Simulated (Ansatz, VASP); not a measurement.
# AlFe3: VASP beside Ansatz, part 2 of 2

Wanted: the spread between two codes on one cell, functional and k mesh.

VASP 6.6.1 and Ansatz 0.2.0.

So far: The structure; Ansatz: relaxation of cell and atoms, r2SCAN.

## (3) VASP: relaxation of cell and atoms, r2SCAN

Level of this step: r2SCAN, spin-polarised from a ferromagnetic start; plane waves and PAW (Al, Fe) (VASP).

The same cell, functional, mesh and smearing now go to VASP, with its own data sets and cutoff.

Lines of VASP's logs that name or quote its potential files are left out, and so is its time.

The input, INCAR:

```
SYSTEM = AlFe3
PREC = Accurate
ENCUT = 520
EDIFF = 1E-06
NELM = 100
ISMEAR = -1
SIGMA = 0.05
LREAL = .FALSE.
ALGO = Normal
METAGGA = R2SCAN
LASPH = .TRUE.
NBANDS = 21
ISPIN = 2
MAGMOM = 0 3 3 3
LMAXMIX = 4
LORBIT = 11
LWAVE = .FALSE.
LCHARG = .FALSE.
KPAR = 4
IBRION = 2
NSW = 60
ISIF = 3
EDIFFG = -0.01
```

The input, POSCAR:

```
AlFe3
1.0
    0.0000000000      2.8871421494      2.8871421494
    2.8871421494      0.0000000000      2.8871421494
    2.8871421494      2.8871421494      0.0000000000
Al Fe
1 3
Direct
    0.0000000000      0.0000000000      0.0000000000
    0.5000000000      0.5000000000      0.5000000000
    0.2500000000      0.2500000000      0.2500000000
    0.7500000000      0.7500000000      0.7500000000
```

The input, KPOINTS:

```
Automatic mesh
0
Gamma
6 6 6
0 0 0
```

PAW data sets: Al and Fe (PBE family, release 64).

Run with:

```sh
$ mpirun -np 4 vasp_std
```

Numbers of over 12 decimals in the logs are rounded to 6 here.

The program printed:

```text
[banner, memory and clock lines left out]
running    4 mpi-ranks, on    1 nodes
 distrk:  each k-point on    1 cores,    4 groups
 distr:  one band on    1 cores,    1 groups

 POSCAR found type information on POSCAR AlFe
 POSCAR found :  2 types and       4 ions
|                                                                             |
|               ----> ADVICE to this user running VASP <----                  |
|                                                                             |
|     You enforced a specific xc type in the INCAR file but a different       |
|     [... a line on the potential file left out ...]
|     I HOPE YOU KNOW WHAT YOU ARE DOING!                                     |
|                                                                             |

 LDA part: xc-table for (None), standard interpolation
 POSCAR, INCAR and KPOINTS ok, starting setup
 FFT: planning ... GRIDC
 FFT: planning ... GRID_SOFT
 FFT: planning ... GRID
 WAVECAR not read
 entering main loop
       N       E                     dE             d eps       ncg     rms          rms(c)
DAV:   1     0.156610305668E+03    0.15661E+03   -0.12088E+04  1352   0.158E+03
DAV:   2    -0.453516497460E+02   -0.20196E+03   -0.19161E+03  1349   0.324E+02
DAV:   3    -0.551816828306E+02   -0.98300E+01   -0.90368E+01  1500   0.970E+01
DAV:   4    -0.554153441169E+02   -0.23366E+00   -0.23279E+00  1650   0.137E+01
DAV:   5    -0.554232708051E+02   -0.79267E-02   -0.79244E-02  1683   0.219E+00    0.213E+01
DAV:   6    -0.517642585045E+02    0.36590E+01   -0.53885E+01  1628   0.114E+02    0.157E+01
DAV:   7    -0.506394299706E+02    0.11248E+01   -0.83496E+00  1704   0.586E+01    0.115E+01
DAV:   8    -0.504985932375E+02    0.14084E+00   -0.22299E+00  1678   0.423E+01    0.690E+00
DAV:   9    -0.504427241294E+02    0.55869E-01   -0.53048E-01  1645   0.177E+01    0.313E+00
DAV:  10    -0.504162697580E+02    0.26454E-01   -0.14652E-01  1879   0.778E+00    0.111E+00
DAV:  11    -0.504171601535E+02   -0.89040E-03   -0.15279E-02  1664   0.252E+00    0.449E-01
DAV:  12    -0.504177570196E+02   -0.59687E-03   -0.40020E-03  1701   0.917E-01    0.111E-01
DAV:  13    -0.504178350181E+02   -0.77998E-04   -0.33231E-04  1618   0.288E-01    0.753E-02
DAV:  14    -0.504178438895E+02   -0.88715E-05   -0.26148E-05  1811   0.969E-02    0.255E-02
DAV:  15    -0.504178493685E+02   -0.54790E-05   -0.87128E-06  1864   0.420E-02    0.106E-02
DAV:  16    -0.504178487232E+02    0.64524E-06   -0.10874E-06   882   0.170E-02
   1 F= -.50417849E+02 E0= -.50400033E+02  d E =-.504178E+02  mag=     7.1835
 curvature:   0.00 expect dE= 0.000E+00 dE for cont linesearch  0.000E+00
 trial: gam= 0.00000 g(F)=  0.609E-44 g(S)=  0.113E-02 ort = 0.000E+00 (trialstep = 0.100E+01)
 search vector abs. value=  0.113E-02
 bond charge predicted
       N       E                     dE             d eps       ncg     rms          rms(c)
DAV:   1    -0.504281401439E+02   -0.10291E-01   -0.18866E-01  1387   0.682E+00    0.949E-01
DAV:   2    -0.504207852309E+02    0.73549E-02   -0.74551E-02  1531   0.459E+00    0.982E-01
DAV:   3    -0.504192001387E+02    0.15851E-02   -0.12273E-02  1593   0.272E+00    0.487E-01
DAV:   4    -0.504185081785E+02    0.69196E-03   -0.54770E-03  1588   0.214E+00    0.298E-01
DAV:   5    -0.504182592968E+02    0.24888E-03   -0.10868E-03  1509   0.819E-01    0.805E-02
DAV:   6    -0.504182517310E+02    0.75658E-05   -0.21870E-04  1528   0.197E-01    0.665E-02
DAV:   7    -0.504182429101E+02    0.88209E-05   -0.44926E-05  1980   0.190E-01    0.224E-02
DAV:   8    -0.504182445112E+02   -0.16011E-05   -0.97565E-06  1666   0.375E-02    0.121E-02
DAV:   9    -0.504182433518E+02    0.11594E-05   -0.63045E-07   717   0.147E-02    0.381E-03
DAV:  10    -0.504182431415E+02    0.21025E-06   -0.37128E-07   692   0.782E-03
   2 F= -.50418243E+02 E0= -.50401554E+02  d E =-.394418E-03  mag=     7.1197
 trial-energy change:   -0.000394  1 .order   -0.000351   -0.001128    0.000426
 step:   0.7567(harm=  0.7261)  dis= 0.00000  next Energy=   -50.418294 (dE=-0.446E-03)
 bond charge predicted
       N       E                     dE             d eps       ncg     rms          rms(c)
DAV:   1    -0.504188946614E+02   -0.65131E-03   -0.11233E-02  1377   0.167E+00    0.231E-01
DAV:   2    -0.504184452999E+02    0.44936E-03   -0.44126E-03  1531   0.111E+00    0.239E-01
DAV:   3    -0.504183444083E+02    0.10089E-03   -0.67082E-04  1593   0.618E-01    0.111E-01
DAV:   4    -0.504183126646E+02    0.31744E-04   -0.30415E-04  1578   0.499E-01    0.726E-02
DAV:   5    -0.504182936834E+02    0.18981E-04   -0.62596E-05  1507   0.203E-01    0.189E-02
DAV:   6    -0.504182918073E+02    0.18761E-05   -0.12354E-05  1513   0.476E-02    0.145E-02
DAV:   7    -0.504182917663E+02    0.41034E-07   -0.13743E-06   765   0.349E-02
   3 F= -.50418292E+02 E0= -.50401365E+02  d E =-.443043E-03  mag=     7.1336
 curvature:  -0.36 expect dE=-0.179E-05 dE for cont linesearch -0.179E-05
 trial: gam= 0.00000 g(F)=  0.457E-43 g(S)=  0.498E-05 ort =-0.750E-04 (trialstep = 0.951E+00)
 search vector abs. value=  0.498E-05
 reached required accuracy - stopping structural energy minimisation
```

OUTCAR, selected parts (step 3):

```text
ion  position               nearest neighbor table
   1  0.000  0.000  0.000-   3 2.50   4 2.50   4 2.50   4 2.50   4 2.50   3 2.50   3 2.50   3 2.50
                             2 2.89   2 2.89   2 2.89   2 2.89   2 2.89   2 2.89
   2  0.500  0.500  0.500-   3 2.50   4 2.50   3 2.50   3 2.50   3 2.50   4 2.50   4 2.50   4 2.50
                             1 2.89   1 2.89   1 2.89   1 2.89   1 2.89   1 2.89
   3  0.250  0.250  0.250-   1 2.50   2 2.50   1 2.50   1 2.50   1 2.50   2 2.50   2 2.50   2 2.50
                             4 2.89   4 2.89   4 2.89   4 2.89   4 2.89   4 2.89
   4  0.750  0.750  0.750-   1 2.50   2 2.50   2 2.50   2 2.50   2 2.50   1 2.50   1 2.50   1 2.50
                             3 2.89   3 2.89   3 2.89   3 2.89   3 2.89   3 2.89

  LATTYP: Found a face centered cubic cell.
 ALAT       =     5.7742842988

 Subroutine GETGRP returns: Found 48 space group operations
 (whereof 48 operations were pure point group operations)

The static configuration has the point symmetry O_h .

 Found     16 irreducible k-points:

   k-points           NKPTS =     16   k-points in BZ     NKDIM =     16   number of bands    NBANDS=     21

   dimension x,y,z NGX =    30 NGY =   30 NGZ =   30
   dimension x,y,z NGXF=    60 NGYF=   60 NGZF=   60

   ENCUT  =  520.0 eV  38.22 Ry    6.18 a.u.   7.59  7.59  7.59*2*pi/ulx,y,z

   NELECT =      27.0000    total number of electrons

 k-points in reciprocal lattice and weights: Automatic mesh
   0.00000000  0.00000000  0.00000000       0.005
   0.16666667  0.00000000  0.00000000       0.037
   0.33333333  0.00000000  0.00000000       0.037
   0.50000000  0.00000000  0.00000000       0.019
   0.16666667  0.16666667  0.00000000       0.028
   0.33333333  0.16666667  0.00000000       0.111
   0.50000000  0.16666667  0.00000000       0.111
  -0.33333333  0.16666667  0.00000000       0.111
  -0.16666667  0.16666667  0.00000000       0.056
[...]
-0.33333333  0.33333333  0.16666667       0.111
  -0.33333333  0.50000000  0.16666667       0.056

 average (electrostatic) potential at core
       1 -75.4767       2 -47.2263       3 -47.4519       4 -47.4519

 E-fermi :   6.9932

 spin component 1
 k-point     1 :       0.0000    0.0000    0.0000
  band No.  band energies     occupation
    ...
     12       5.0405      1.00000
     13       5.0405      1.00000
     14       5.0405      1.00000
     15       5.2347      1.00000
     16       5.2347      1.00000
     17      12.3761      0.00000
     18      12.3761      0.00000
     19      12.3761      0.00000
     20      12.5971      0.00000
     21      12.5971      0.00000

 k-point     2 :       0.1667    0.0000    0.0000
  band No.  band energies     occupation
    ...
     12       4.7475      1.00000
     13       4.9692      1.00000
     14       4.9692      1.00000
     15       5.3676      1.00000
     16       5.3676      1.00000
     17       9.4394      0.00000
     18      11.5160      0.00000
     19      11.5161      0.00000
     20      12.9033      0.00000
     21      13.2422      0.00000

 k-point     3 :       0.3333    0.0000    0.0000
  band No.  band energies     occupation
    ...
     13       4.9494      1.00000
     14       4.9494      1.00000
     15       5.4192      1.00000
     16       5.4192      1.00000
     17       6.8888      0.88965
     18      11.1022      0.00000
     19      11.1022      0.00000
     20      12.2339      0.00000
     21      12.2340      0.00000

 k-point     4 :       0.5000    0.0000    0.0000
  band No.  band energies     occupation
    ...
     13       4.9466      1.00000
     14       4.9466      1.00000
     15       5.4057      1.00000
     16       5.4058      1.00000
     17       5.9010      1.00000
     18      11.2446      0.00000
     19      11.2447      0.00000
     20      11.4445      0.00000
     21      11.4445      0.00000

 k-point     5 :       0.1667    0.1667    0.0000
  band No.  band energies     occupation
    ...
     12       4.7675      1.00000
     13       4.8251      1.00000
     14       5.0306      1.00000
     15       5.2264      1.00000
     16       5.4077      1.00000
     17       9.9597      0.00000
     18       9.9598      0.00000
     19      11.0896      0.00000
     20      11.8465      0.00000
     21      12.6574      0.00000

 k-point     6 :       0.3333    0.1667    0.0000
  band No.  band energies     occupation
    ...
     12       4.5893      1.00000
     13       4.7888      1.00000
     14       5.0262      1.00000
     15       5.2746      1.00000
     16       5.4457      1.00000
     17       7.5719      0.00001
     18       9.0598      0.00000
     19       9.7203      0.00000
     20      11.7062      0.00000
     21      13.5113      0.00000

  Total        0.0117318      0.0117318      0.0117318      0.0000000      0.0000000      0.0000000
  in kB        0.3924124      0.3924124      0.3924124      0.0000000      0.0000000      0.0000000
  external PRESSURE =       0.3924124 kB  Pullay stress =       0.0000000 kB

  energy-cutoff  :      520.00
  volume of cell :       47.90
      direct lattice vectors                 reciprocal lattice vectors
     0.000000000  2.882489130  2.882489130    -0.173461192  0.173461192  0.173461192
     2.882489130  0.000000000  2.882489130     0.173461192 -0.173461192  0.173461192
     2.882489130  2.882489130  0.000000000     0.173461192  0.173461192 -0.173461192

 POSITION                                       TOTAL-FORCE (eV/Angst)
 -----------------------------------------------------------------------------------
      0.00000      0.00000      0.00000        -0.000000      0.000000      0.000000
      2.88249      2.88249      2.88249        -0.000000      0.000000      0.000000
      1.44124      1.44124      1.44124        -0.000000     -0.000000     -0.000000
      4.32373      4.32373      4.32373         0.000000      0.000000      0.000000
 -----------------------------------------------------------------------------------
    total drift:                                0.000000     -0.000000      0.000000

  FREE ENERGIE OF THE ION-ELECTRON SYSTEM (eV)
  ---------------------------------------------------
  free  energy   TOTEN  =       -50.4182917663 eV

  energy  without entropy=      -50.3844375008  energy(sigma->0) =      -50.40136463

 reached required accuracy - stopping structural energy minimisation

 total charge
# of ion       s       p       d       tot
------------------------------------------
    1        0.409   0.449   0.000   0.858
    2        0.474   0.540   6.222   7.236
    3        0.459   0.555   6.244   7.259
    4        0.459   0.555   6.244   7.259
--------------------------------------------------
tot          1.801   2.100  18.711  22.612

 magnetization (x)
# of ion       s       p       d       tot
------------------------------------------
    1       -0.016  -0.071   0.000  -0.087
    2       -0.007  -0.072   2.628   2.548
    3        0.009  -0.061   2.547   2.495
    4        0.009  -0.061   2.547   2.495
--------------------------------------------------
tot         -0.005  -0.265   7.722   7.452

[... 6 further parts left out ...]
```

CONTCAR:

```
AlFe3
   1.00000000000000
     0.0000000000000000    2.8824891298248354    2.8824891298248354
     2.8824891298248354    0.0000000000000000    2.8824891298248354
     2.8824891298248354    2.8824891298248354    0.0000000000000000
  Al              Fe
     1     3
Direct
     0.0000000000000000    0.0000000000000000    0.0000000000000000
     0.5000000000000000    0.5000000000000000    0.5000000000000000
     0.2500000000000000    0.2500000000000000    0.2500000000000000
     0.7500000000000000    0.7500000000000000    0.7500000000000000
```

SCAN-type functionals tend to overstate the moments of itinerant magnets.

## (4) Comparison

Known differences besides the potentials themselves: VASP keeps PBE cores, Ansatz makes them for the functional; both relaxations stop at a tolerance, which leaves soft axes loose, and VASP keeps its plane-wave basis; the data sets hold 51 valence electrons in Ansatz (default PAW (the set named soft_2) files) and 27 in VASP; the cutoff is 500 eV in Ansatz and 520 eV in VASP; Ansatz adds a Pulay correction to the stress that steers its cell, VASP none; site moments are counted in spheres of each program's own size. Total energies have different zeros and are not compared.

The two programs side by side:

```
                                         quantity  Ansatz   VASP  difference
                                      volume (Å³)   48.13  47.90     +0.49 %
edge a after relaxation, in the typed setting (Å)   4.083  4.077     +0.16 %
                                total moment (μB)    7.24   7.13       +0.10
                               moment on Fe2 (μB)    2.62   2.55       +0.07
                               moment on Fe3 (μB)    2.58   2.50       +0.08
                               moment on Fe4 (μB)    2.58   2.50       +0.08
                               moment on Al1 (μB)   -0.12  -0.09       -0.03
```

The walks stopped with 0.01 GPa left in Ansatz and 0.04 GPa in VASP; each walk ends within a tolerance, so the volume difference is uncertain by about these residues over the bulk modulus, most in soft cells.

## (5) Summary of results

```yaml
difference_in_volume_relaxation_of_cell_and_atoms_r2scan: 0.49 %
```

The difference in volume is 0.49 % (relaxation of cell and atoms, r2SCAN), within the 1.2 % picked in this series as the mark of a large difference, as far as the stopping tolerances let one tell. Such differences can come from data sets, numerical settings and the points named under the comparisons, not from the functional's error against experiment.

[Lines on the potential files, build, host, timing and source positions are cut from VASP's logs without a mark.]

[Logs are printed without paths, hosts, clocks, repeated set-up lines and the standing remarks that a program may print on its own settings, such as how far it seeks lower states.]

[Hosts, paths, dates, database ids (printed as entryN), source tags and the programs' standing remarks are cut or masked in the printed files.]
